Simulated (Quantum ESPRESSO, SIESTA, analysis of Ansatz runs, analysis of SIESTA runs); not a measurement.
# KI (Fm-3m):V_I, a ladder of methods on one cell (SIESTA), part 3 of 5

Question: at which Fermi levels does V_I in KI (Fm-3m) change its charge, and how much of the answer depends on the basis and the mesh? The model is a cell of 54 host atoms with 1 I taken out.

SIESTA 5.4.2; SIESTA numerical-orbital DFT, PBEsol, DZP basis, PseudoDojo 0.4.1 potentials converted to PSML; charged supercells in a uniform background, point-charge correction with alignment at far sites.

So far. Step 2 (Band edges): The gap at this level is 3.78 eV.

## Step 3: Relaxing each charge state (continued)

Level of this step: SIESTA numerical-orbital DFT, PBEsol, DZP basis, PseudoDojo 0.4.1 potentials converted to PSML; relaxation of all atoms of a defect supercell (SIESTA).

The states that were run, at one point at (¼, ¼, ¼), on 1 MPI rank of Arm Neoverse V2, shared host:

```csv
charge,moment (μB),outcome,structures computed,largest displacement of a host atom from its site (Å),lowest empty less highest filled level (eV),time
0,1,converged,3,0.03,0.48,7.3 min
−1,0,converged,5,0.16,0.80,7.7 min
+1,0,converged,7,0.22,3.66,11 min
```

Against the host's sites the lattice moves most at charge +1 (0.22 Å); the smallest move among the states is 0.03 Å.

## Step 4: Corrections and levels

A charged cell interacts with its images and the background. The point-charge term, screened by the static dielectric constant, takes that out, and the potential far from the defect is aligned with the host's. Chemical potentials: I (solid I2 (Cmce)) and K (bcc), run alike.

By state, in eV; the first energy still holds the atoms taken out or put in:

| charge | moment (μB) | energy over the host, electrons at the valence top | point-charge term | potential shift at far sites | its spread | correction |
| --- | --- | --- | --- | --- | --- | --- |
| −1 | 0 | 359.026 | 0.282 | 0.072 | 0.010 | 0.210 |
| 0 | 1 | 355.437 | 0.000 | - | - | 0.000 |
| +1 | 0 | 352.099 | 0.282 | 0.025 | 0.031 | 0.306 |

Potentials at atomic sites for charge −1, some of the atoms; distances and the model charge refer to the site on which the defect was built:

| atom | distance from that site (Å) | potential less the host's (eV) | point-charge model (eV) |
| --- | --- | --- | --- |
| K44 | 3.383 | 0.077 | 0.234 |
| K34 | 3.417 | 0.072 | 0.227 |
| I10 | 5.039 | 0.006 | 0.015 |
| I12 | 5.054 | 0.011 | 0.013 |
| K48 | 6.113 | -0.019 | -0.050 |
| K52 | 6.139 | -0.027 | -0.051 |
| I49 | 7.080 | -0.015 | -0.095 |
| K30 | 7.909 | -0.011 | -0.090 |
| K7 | 7.917 | -0.008 | -0.089 |
| I8 | 8.661 | -0.021 | -0.095 |
| I4 | 8.669 | -0.036 | -0.095 |

Over the charge states the far sites scatter by a standard deviation of up to 0.03 eV about the model once its mean shift is taken off, which is the uncertainty of the alignment.

Limit set by the element alone; other compounds of these elements are not counted. Chemical potentials from the elements' reference states: I 0.00 eV, K -2.99 eV. Formation energy by charge state (I-rich; gap 3.78 eV):

```csv
charge,at valence top (eV),at conduction bottom (eV),correction included (eV)
+1,0.33,4.11,0.31
0,3.36,3.36,0.00
−1,7.16,3.38,0.21
```

Fermi level (eV), lowest formation energy (eV) and a bar:
```
     0.00       0.33 
     0.34       0.67 ###
     0.69       1.02 #######
     1.03       1.36 ##########
     1.37       1.71 ##############
     1.72       2.05 #################
     2.06       2.40 ####################
     2.41       2.74 ########################
     2.75       3.08 ###########################
     3.10       3.36 ##############################
     3.44       3.36 ##############################
     3.78       3.36 ##############################
```

Limit set by the element alone; other compounds of these elements are not counted. Chemical potentials from the elements' reference states: K 0.00 eV, I -2.99 eV. Formation energy by charge state (K-rich; gap 3.78 eV):

```
charge  at valence top (eV)  at conduction bottom (eV)  correction included (eV)
    +1                -2.66                       1.13                      0.31
     0                 0.38                       0.38                      0.00
    −1                 4.18                       0.39                      0.21
```

| Fermi level (eV) | lowest formation energy (eV) |
| --- | --- |
| 0.00 | -2.66 |
| 0.34 | -2.31 |
| 0.69 | -1.97 |
| 1.03 | -1.62 |
| 1.37 | -1.28 |
| 1.72 | -0.94 |
| 2.06 | -0.59 |
| 2.41 | -0.25 |
| 2.75 | 0.10 |
| 3.10 | 0.38 |
| 3.44 | 0.38 |
| 3.78 | 0.38 |

So at this level: (+1/0) at 3.03 eV (3.34 without the correction) and (0/−1) at 3.80 eV (3.59 without the correction), in a gap of 3.78 eV. (0/−1) lies outside the gap, so the charge beyond is not the lowest at any Fermi level in the gap, within the error of the correction.

## Step 5: SIESTA, PBEsol, DZP, mesh 300 Ry, energy shift 0.02 Ry, with orbitals at the vacancy, k = ¼

The orbitals' energy shift goes from 0.005 to 0.02 Ry on the same structures. A larger shift confines the orbitals more: the run is cheaper, and the tails that carry anions and vacancy electrons are cut.

File defect.fdf:

```
SystemName                      K27I26
SystemLabel                     defect
NumberOfSpecies                 3
NumberOfAtoms                   54
%block ChemicalSpeciesLabel
  1   19 K
  2   53 I
  3  -53 I_ghost
%endblock ChemicalSpeciesLabel
LatticeConstant                 1.0 Ang
%block LatticeVectors
     0.000000000    10.627308000    10.627308000
    10.627308000     0.000000000    10.627308000
    10.627308000    10.627308000     0.000000000
%endblock LatticeVectors
AtomicCoordinatesFormat         Fractional
%block AtomicCoordinatesAndAtomicSpecies
    -0.000024653     0.001248294    -0.000831725  1
     0.167141999     0.166978175     0.166971683  2
    -0.000438446     0.000756589     0.333145468  1
[... 25 atom lines left out ...]
     0.499811664     0.500262108     0.836064928  2
[... 3 atom lines left out ...]
     0.500152296     0.834730536     0.499892588  2
[... 1 atom line left out ...]
     0.500467287     0.833068826     0.832955909  2
[... 9 atom lines left out ...]
     0.835810536     0.500942948     0.499163382  2
[... 1 atom line left out ...]
     0.833066238     0.499921476     0.832939584  2
[... 3 atom lines left out ...]
     0.832727583     0.833364715     0.501070026  2
[... 2 atom lines left out ...]
     0.500185334     0.499480832     0.499067909  3
%endblock AtomicCoordinatesAndAtomicSpecies
%block kgrid.MonkhorstPack
    1   0   0  0.25
    0   1   0  0.25
    0   0   1  0.25
%endblock kgrid.MonkhorstPack
XC.Functional                   GGA
XC.Authors                      PBEsol
PAO.BasisSize                   DZP
PAO.EnergyShift                 0.02 Ry
Mesh.Cutoff                     300 Ry
NetCharge                       -1.0
OccupationFunction              FD
ElectronicTemperature           0.01 eV
MaxSCFIterations                150
SCF.MustConverge                true
SCF.Mixer.Method                Pulay
SCF.Mixer.Weight                0.2
SCF.Mixer.History               10
SCF.DM.Tolerance                1.0e-4
SCF.H.Tolerance                 1.0e-3 eV
WriteForces                     true
Charge.Mulliken                 end
SaveRho                         true
SaveElectrostaticPotential      true
Charge.Hirshfeld                end
Charge.Voronoi                  end
```

Command:

```console
OMP_NUM_THREADS=1 siesta defect.fdf > defect.out
```

The program printed:

```text
Version         : 5.4.2

                           ***********************
                           *  WELCOME TO SIESTA  *
                           ***********************

[...]
reinit: Reading from file defect.fdf

reinit: -----------------------------------------------------------------------
reinit: System Name: K27I26
reinit: -----------------------------------------------------------------------
reinit: System Label: defect
reinit: -----------------------------------------------------------------------

initatom: Reading input for the pseudopotentials and atomic orbitals ----------
Species number:   1 Atomic number:   19 Label: K
Species number:   2 Atomic number:   53 Label: I
Species number:   3 Atomic number:  -53 Label: I_ghost (floating PAOs)

[... pseudopotential checks and orbital generation ...]

prinput: Basis input

PAO.BasisType split

%block ChemicalSpeciesLabel
    1   19 K                       # Species index, atomic number, species label
    2   53 I                       # Species index, atomic number, species label
    3  -53 I_ghost                 # Species index, atomic number, species label
%endblock ChemicalSpeciesLabel

%block PAO.Basis                 # Define Basis set
# WARNING: This information might be incomplete!
K                     4                    # Species label, number of l-shells
 n=3   0   1                         # n, l, Nzeta
   3.247
   1.000
 n=4   0   2                         # n, l, Nzeta
   9.041      7.167
   1.000      1.000
 n=3   1   1                         # n, l, Nzeta
   3.737
   1.000
 n=4   1   1                         # n, l, Nzeta
   9.041
   1.000
I                     2                    # Species label, number of l-shells
 n=5   0   2                         # n, l, Nzeta
[...]
1   -0.001897    0.000277   -0.011041
     2   -0.009069   -0.012692   -0.013965
     3    0.004042    0.011150   -0.005549
[...]
53    0.006018    0.001930    0.009050
    54   -0.001420    0.001214   -0.001137
   Tot    0.001817   -0.001996    0.003328
   Max    0.022706
   Res    0.007196    sqrt( Sum f_i^2 / 3N )
   Max    0.022706    constrained
[...]
Stress tensor Voigt[x,y,z,yz,xz,xy] (kbar):       17.95       17.95       17.96        0.02        0.03        0.02
(Free)E + p*V (eV/cell)   -31246.2172
Target enthalpy (eV/cell)   -31219.3157
[...]
siesta: Final energy (eV):
siesta:  Band Struct. =   -6536.846822
siesta:       Kinetic =    9890.038588
siesta:       Hartree =    7160.173962
siesta:         Exch. =   -6831.604921
siesta:         Corr. =    -654.832722
siesta:   Exch.-corr. =   -7486.437644
siesta:  Ion-electron =  -24125.094080
siesta:       Ion-ion =  -16657.996498
siesta:         Total =  -31219.315671
siesta:         Fermi =      -1.747595
[...]
siesta: Stress tensor (static) (eV/Ang**3):
siesta:     0.011206    0.000014    0.000018
siesta:     0.000014    0.011206    0.000014
siesta:     0.000018    0.000014    0.011208
[...]
siesta: Cell volume =       2400.489430 Ang**3
[...]
siesta: Pressure (static):
siesta:                Solid            Molecule  Units
siesta:          -0.00012206         -0.00012340  Ry/Bohr**3
siesta:          -0.01120670         -0.01132998  eV/Ang**3
siesta:         -17.95511053        -18.15263681  kBar
[...]
mulliken: Qtot =      426.000

Mulliken Atomic Populations:
Atom #   charge [q] valence [e]  Species
     1    -0.375391    9.375391  K
     2     0.333520    6.666480  I
     3    -0.384365    9.384365  K
     4     0.332533    6.667467  I
     5    -0.385699    9.385699  K
     6     0.336681    6.663319  I
[...]
50    -0.344218    9.344218  K
    51     0.332430    6.667570  I
    52    -0.354727    9.354727  K
    53     0.333388    6.666612  I
    54     6.990111    0.009889  I_ghost
 Total     6.000000

[...]
Job completed
```

It took 76 s on 1 MPI rank of Arm Neoverse V2, shared host; peak memory 0.8 GiB.

On the kept structures the largest force at this level is 0.05 eV/Å, so they are close to rest here too.

By state, in eV; the first energy still holds the atoms taken out or put in:

```
charge  moment (μB)  energy over the host, electrons at the valence top  point-charge term  potential shift at far sites  its spread  correction
    −1            0                                             358.417              0.282                         0.050       0.008       0.232
     0            1                                             354.859              0.000                             -           -       0.000
    +1            0                                             351.571              0.282                         0.014       0.028       0.296
```

Against the first level the gap goes from 3.78 to 3.81 eV, and the level that moves most, (+1/0), from 3.03 to 2.99 eV.

## Step 6: SIESTA, PBEsol, DZP, mesh 300 Ry, energy shift 0.01 Ry, with orbitals at the vacancy, k = ¼

The orbitals' energy shift goes from 0.005 to 0.01 Ry on the same structures. A larger shift confines the orbitals more: the run is cheaper, and the tails that carry anions and vacancy electrons are cut.

defect.fdf, as its differences from that of step 5:

```diff
@@ -43,3 +43,3 @@
 PAO.BasisSize                   DZP
-PAO.EnergyShift                 0.02 Ry
+PAO.EnergyShift                 0.01 Ry
 Mesh.Cutoff                     300 Ry
```

The program printed:

```text
Version         : 5.4.2

                           ***********************
                           *  WELCOME TO SIESTA  *
                           ***********************

[...]
reinit: Reading from file defect.fdf

reinit: -----------------------------------------------------------------------
reinit: System Name: K27I26
reinit: -----------------------------------------------------------------------
reinit: System Label: defect
reinit: -----------------------------------------------------------------------

initatom: Reading input for the pseudopotentials and atomic orbitals ----------
Species number:   1 Atomic number:   19 Label: K
Species number:   2 Atomic number:   53 Label: I
Species number:   3 Atomic number:  -53 Label: I_ghost (floating PAOs)

[... pseudopotential checks and orbital generation ...]

prinput: Basis input

PAO.BasisType split

%block ChemicalSpeciesLabel
    1   19 K                       # Species index, atomic number, species label
    2   53 I                       # Species index, atomic number, species label
    3  -53 I_ghost                 # Species index, atomic number, species label
%endblock ChemicalSpeciesLabel

%block PAO.Basis                 # Define Basis set
# WARNING: This information might be incomplete!
K                     4                    # Species label, number of l-shells
 n=3   0   1                         # n, l, Nzeta
   3.483
   1.000
 n=4   0   2                         # n, l, Nzeta
  10.012      7.733
   1.000      1.000
 n=3   1   1                         # n, l, Nzeta
   4.057
   1.000
 n=4   1   1                         # n, l, Nzeta
  10.012
   1.000
I                     2                    # Species label, number of l-shells
 n=5   0   2                         # n, l, Nzeta
[...]
1   -0.001562   -0.000920   -0.011063
     2   -0.008357   -0.010850   -0.012260
     3    0.002833    0.009967   -0.005326
[...]
53    0.004937    0.001739    0.007439
    54    0.001684    0.001763    0.000148
   Tot    0.005281   -0.007517    0.002505
   Max    0.023374
   Res    0.006396    sqrt( Sum f_i^2 / 3N )
   Max    0.023374    constrained
[...]
Stress tensor Voigt[x,y,z,yz,xz,xy] (kbar):        2.92        2.91        2.92        0.05        0.05        0.04
(Free)E + p*V (eV/cell)   -31253.8481
Target enthalpy (eV/cell)   -31249.4807
[...]
siesta: Final energy (eV):
siesta:  Band Struct. =   -6808.119685
siesta:       Kinetic =    9793.391667
siesta:       Hartree =    7096.243494
siesta:         Exch. =   -6811.770313
siesta:         Corr. =    -654.569554
siesta:   Exch.-corr. =   -7466.339867
siesta:  Ion-electron =  -24196.474157
siesta:       Ion-ion =  -16476.301871
siesta:         Total =  -31249.480735
siesta:         Fermi =      -2.262623
[...]
siesta: Stress tensor (static) (eV/Ang**3):
siesta:     0.001820    0.000027    0.000029
siesta:     0.000027    0.001818    0.000028
siesta:     0.000029    0.000028    0.001820
[...]
siesta: Cell volume =       2400.489430 Ang**3
[...]
siesta: Pressure (static):
siesta:                Solid            Molecule  Units
siesta:          -0.00001982         -0.00001918  Ry/Bohr**3
siesta:          -0.00181935         -0.00176081  eV/Ang**3
siesta:          -2.91491366         -2.82112348  kBar
[...]
mulliken: Qtot =      426.000

Mulliken Atomic Populations:
Atom #   charge [q] valence [e]  Species
     1    -0.151183    9.151183  K
     2     0.105778    6.894222  I
     3    -0.156709    9.156709  K
     4     0.105421    6.894579  I
     5    -0.157565    9.157565  K
     6     0.112550    6.887450  I
[...]
50    -0.165428    9.165428  K
    51     0.105250    6.894750  I
    52    -0.122486    9.122486  K
    53     0.106208    6.893792  I
    54     6.991562    0.008438  I_ghost
 Total     6.000000

[...]
Job completed
```

Run time: 1.7 min. Hardware: 1 MPI rank; peak memory 0.93 GiB.

On the kept structures the largest force at this level is 0.03 eV/Å, so they are close to rest here too.

By state, in eV; the first energy still holds the atoms taken out or put in:

| charge | moment (μB) | energy over the host, electrons at the valence top | point-charge term | potential shift at far sites | its spread | correction |
| --- | --- | --- | --- | --- | --- | --- |
| −1 | 0 | 358.866 | 0.282 | 0.061 | 0.010 | 0.221 |
| 0 | 1 | 355.284 | 0.000 | - | - | 0.000 |
| +1 | 0 | 351.956 | 0.282 | 0.020 | 0.031 | 0.302 |

Against the first level the gap goes from 3.78 to 3.81 eV, and the level that moves most, (+1/0), from 3.03 to 3.03 eV.

## Step 7: SIESTA, PBEsol, DZP, mesh 300 Ry, energy shift 0.002 Ry, with orbitals at the vacancy, k = ¼

The orbitals' energy shift goes from 0.005 to 0.002 Ry on the same structures. A smaller shift lets the orbitals reach further, at a higher cost; if the levels stay, the first range was enough.

defect.fdf, as its differences from that of step 6:

```diff
@@ -43,3 +43,3 @@
 PAO.BasisSize                   DZP
-PAO.EnergyShift                 0.01 Ry
+PAO.EnergyShift                 0.002 Ry
 Mesh.Cutoff                     300 Ry
```

The program printed:

```text
Version         : 5.4.2

                           ***********************
                           *  WELCOME TO SIESTA  *
                           ***********************

[...]
reinit: Reading from file defect.fdf

reinit: -----------------------------------------------------------------------
reinit: System Name: K27I26
reinit: -----------------------------------------------------------------------
reinit: System Label: defect
reinit: -----------------------------------------------------------------------

initatom: Reading input for the pseudopotentials and atomic orbitals ----------
Species number:   1 Atomic number:   19 Label: K
Species number:   2 Atomic number:   53 Label: I
Species number:   3 Atomic number:  -53 Label: I_ghost (floating PAOs)

[... pseudopotential checks and orbital generation ...]

prinput: Basis input

PAO.BasisType split

%block ChemicalSpeciesLabel
    1   19 K                       # Species index, atomic number, species label
    2   53 I                       # Species index, atomic number, species label
    3  -53 I_ghost                 # Species index, atomic number, species label
%endblock ChemicalSpeciesLabel

%block PAO.Basis                 # Define Basis set
# WARNING: This information might be incomplete!
K                     4                    # Species label, number of l-shells
 n=3   0   1                         # n, l, Nzeta
   4.024
   1.000
 n=4   0   2                         # n, l, Nzeta
  12.231      8.764
   1.000      1.000
 n=3   1   1                         # n, l, Nzeta
   4.801
   1.000
 n=4   1   1                         # n, l, Nzeta
  12.231
   1.000
I                     2                    # Species label, number of l-shells
 n=5   0   2                         # n, l, Nzeta
[...]
1   -0.001121   -0.001803   -0.010057
     2   -0.005255   -0.007229   -0.008843
     3   -0.001306    0.005552   -0.004422
[...]
53    0.001410   -0.001503    0.003859
    54    0.000345    0.000333    0.000147
   Tot    0.000509    0.000097    0.000807
   Max    0.023669
   Res    0.006812    sqrt( Sum f_i^2 / 3N )
   Max    0.023669    constrained
[...]
Stress tensor Voigt[x,y,z,yz,xz,xy] (kbar):       -3.36       -3.36       -3.36        0.15        0.15        0.15
(Free)E + p*V (eV/cell)   -31265.6856
Target enthalpy (eV/cell)   -31270.7162
[...]
siesta: Final energy (eV):
siesta:  Band Struct. =   -7125.272166
siesta:       Kinetic =    9751.149195
siesta:       Hartree =    7070.426950
siesta:         Exch. =   -6804.486694
siesta:         Corr. =    -654.761877
siesta:   Exch.-corr. =   -7459.248572
siesta:  Ion-electron =  -24428.770581
siesta:       Ion-ion =  -16204.273142
siesta:         Total =  -31270.716150
siesta:         Fermi =      -3.106470
[...]
siesta: Stress tensor (static) (eV/Ang**3):
siesta:    -0.002094    0.000091    0.000091
siesta:     0.000091   -0.002096    0.000091
siesta:     0.000091    0.000091   -0.002097
[...]
siesta: Cell volume =       2400.489430 Ang**3
[...]
siesta: Pressure (static):
siesta:                Solid            Molecule  Units
siesta:           0.00002282          0.00002475  Ry/Bohr**3
siesta:           0.00209561          0.00227232  eV/Ang**3
siesta:           3.35754509          3.64065526  kBar
[...]
mulliken: Qtot =      426.000

Mulliken Atomic Populations:
Atom #   charge [q] valence [e]  Species
     1     0.428551    8.571449  K
     2    -0.447937    7.447937  I
     3     0.385995    8.614005  K
     4    -0.448197    7.448197  I
     5     0.385854    8.614146  K
     6    -0.442837    7.442837  I
[...]
50     0.302470    8.697530  K
    51    -0.448259    7.448259  I
    52     0.448534    8.551466  K
    53    -0.447256    7.447256  I
    54     6.966700    0.033300  I_ghost
 Total     6.000000

[...]
Job completed
```

Wall time 3.6 min (1 MPI rank); peak memory 1.3 GiB.

On the kept structures the largest force at this level is 0.03 eV/Å, so they are close to rest here too.

By state, in eV; the first energy still holds the atoms taken out or put in:

| charge | moment (μB) | energy over the host, electrons at the valence top | point-charge term | potential shift at far sites | its spread | correction |
| --- | --- | --- | --- | --- | --- | --- |
| −1 | 0 | 359.138 | 0.282 | 0.074 | 0.009 | 0.207 |
| 0 | 1 | 355.535 | 0.000 | - | - | 0.000 |
| +1 | 0 | 352.213 | 0.282 | 0.029 | 0.029 | 0.311 |

Against the first level the gap goes from 3.78 to 3.80 eV, and the level that moves most, (+1/0), from 3.03 to 3.01 eV.

[end of part 3 of 5]

[Logs are printed without paths, hosts, clocks, repeated set-up lines and the standing remarks that a program may print on its own settings, such as how far it seeks lower states.]

[Hosts, paths, dates, database ids (printed as entryN), source tags and the programs' standing remarks are cut or masked in the printed files.]

[For some hosts the program warned that the k-mesh of the response run may be too coarse for force constants and the static dielectric constant; such warnings are not shown here.]

[Charge tables in the logs are Mulliken or Hirshfeld populations, whose sizes and signs can differ; where basis functions stand at a vacancy, SIESTA counts their charge against the missing atom's valence.]

[In relaxation paths of CP2K, step 0 can be the structure after the first move, since the trajectory file begins there, and the last row can be the final structure solved once more.]
